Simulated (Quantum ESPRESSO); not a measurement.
A calculation with Quantum ESPRESSO 7.5 of CuO (ASE script, structure from a CIF):

The input run.py:

```python
import numpy as np
from ase.calculators.espresso import Espresso, EspressoProfile
import spglib
from ase import Atoms
from ase.io import read

atoms = read('CuO.cif')
cell, pos, num = spglib.standardize_cell((atoms.cell[:], atoms.get_scaled_positions(), atoms.numbers), to_primitive=True, symprec=1e-4)
atoms = Atoms(numbers=num, cell=cell, scaled_positions=pos, pbc=True)

input_data = {
    'control': {'calculation': 'scf', 'prefix': 'pwscf', 'outdir': './tmp', 'tprnfor': True, 'tstress': True, 'disk_io': 'nowf'},
    'system': {'ecutwfc': 55.0, 'ecutrho': 440.0, 'nbnd': 25, 'occupations': 'smearing', 'smearing': 'fd', 'degauss': 0.00367493},
    'electrons': {'conv_thr': 8e-10, 'electron_maxstep': 120, 'mixing_beta': 0.5},
}
pseudopotentials = {'O': 'O.pbe-n-kjpaw_psl.0.1.UPF', 'Cu': 'Cu.paw.z_11.ld1.psl.v1.0.0-low.upf'}
profile = EspressoProfile(command='pw.x', pseudo_dir='pseudo')
dft = Espresso(profile=profile, input_data=input_data, pseudopotentials=pseudopotentials, kpts=(8, 8, 6), koffset=(0, 0, 0))
atoms.calc = dft

print(f'energy {atoms.get_potential_energy():.8f} eV')
print('forces (eV/A)')
print(np.round(atoms.get_forces(), 6))
print('stress (eV/A^3, Voigt)')
print(np.round(atoms.get_stress(), 8))
print(f'Fermi level {dft.get_fermi_level():.4f} eV')
```

CuO.cif

```cif
data_CuO
_cell_length_a 3.42205097
_cell_length_b 3.42205097
_cell_length_c 4.26046148
_cell_angle_alpha 90.00000000
_cell_angle_beta 90.00000000
_cell_angle_gamma 90.00000000
_space_group_name_H-M_alt 'P4_2/mmc'
_space_group_name_Hall '-P 4c 2'
_space_group_IT_number 131
loop_
_space_group_symop_operation_xyz
'x,y,z'
'-x,-y,-z'
'-y,x,z+1/2'
'y,-x,-z+1/2'
'-x,-y,z'
'x,y,-z'
'y,-x,z+1/2'
'-y,x,-z+1/2'
'x,-y,-z'
'-x,y,z'
'-y,-x,-z+1/2'
'y,x,z+1/2'
'-x,y,-z'
'x,-y,z'
'y,x,-z+1/2'
'-y,-x,z+1/2'
loop_
_atom_site_label
_atom_site_type_symbol
_atom_site_symmetry_multiplicity
_atom_site_Wyckoff_symbol
_atom_site_fract_x
_atom_site_fract_y
_atom_site_fract_z
_atom_site_occupancy
Cu1 Cu 2 c 0.0000000000 0.5000000000 0.0000000000 1
O1 O 2 e 0.0000000000 0.0000000000 0.2500000000 1
```

Potentials or basis: SSSP 1.3 efficiency PBE.

Command:

```sh
$ OMP_NUM_THREADS=1 python run.py
```

Measurements of this composition are mostly on another form, of space group No. 15.

Problem. Write the same calculation in another form: native input, structure typed inline.

Solution. As run:

pw.in

```
&CONTROL
  calculation = 'scf'
  prefix = 'pwscf'
  outdir = './tmp'
  pseudo_dir = './pseudo'
  tprnfor = .true.
  tstress = .true.
  disk_io = 'low'
/
&SYSTEM
  ibrav = 0
  celldm(1) = 8
  nat = 4
  ntyp = 2
  ecutwfc = 55
  ecutrho = 440
  nbnd = 25
  occupations = 'smearing'
  smearing = 'fd'
  degauss = 0.00367493
/
&ELECTRONS
  conv_thr = 8d-10
  electron_maxstep = 120
  mixing_beta = 0.5
/
ATOMIC_SPECIES
Cu    63.5460 Cu.paw.z_11.ld1.psl.v1.0.0-low.upf
O     15.9990 O.pbe-n-kjpaw_psl.0.1.UPF
CELL_PARAMETERS alat
  0.8083423897262   0.0000000000000   0.0000000000000
  0.0000000000000   0.8083423897262   0.0000000000000
  0.0000000000000   0.0000000000000   1.0063881702147
ATOMIC_POSITIONS crystal
Cu     0.0000000000    0.5000000000    0.0000000000
Cu     0.5000000000    0.0000000000    0.5000000000
O      0.0000000000    0.0000000000    0.2500000000
O      0.0000000000    0.0000000000    0.7500000000
K_POINTS automatic
8 8 6 0 0 0
```

pp_density.in

```
&INPUTPP
  prefix = 'pwscf'
  outdir = './tmp'
  filplot = 'density.dat'
  plot_num = 0
/
&PLOT
  nfile = 1
  filepp(1) = 'density.dat'
  iflag = 3
  output_format = 6
  fileout = 'density.cube'
/
```

The input pp_potential.in:

```
&INPUTPP
  prefix = 'pwscf'
  outdir = './tmp'
  filplot = 'potential.dat'
  plot_num = 11
/
&PLOT
  nfile = 1
  filepp(1) = 'potential.dat'
  iflag = 3
  output_format = 6
  fileout = 'potential.cube'
/
```

Potentials or basis: SSSP 1.3 efficiency PBE.

Launch:

```bash
$ OMP_NUM_THREADS=1 pw.x -in pw.in > pw.out
$ OMP_NUM_THREADS=1 pp.x -in pp_density.in > pp_density.out
$ OMP_NUM_THREADS=1 pp.x -in pp_potential.in > pp_potential.out
```

Both were run:

|  | ASE script, structure from a CIF | native input, structure typed inline |
| --- | --- | --- |
| Pressure | -3.0 GPa | -3.0 GPa |
| Band gap on the k mesh | none (metal or under the smearing width) | none (metal or under the smearing width) |

Keys that steer only the numerical path or the files written may differ.

Caveat: the run has no spin polarisation, though such a crystal can be magnetic; semilocal functionals often make such compounds metallic where correlation or magnetic order opens a gap, which also shifts bond lengths.
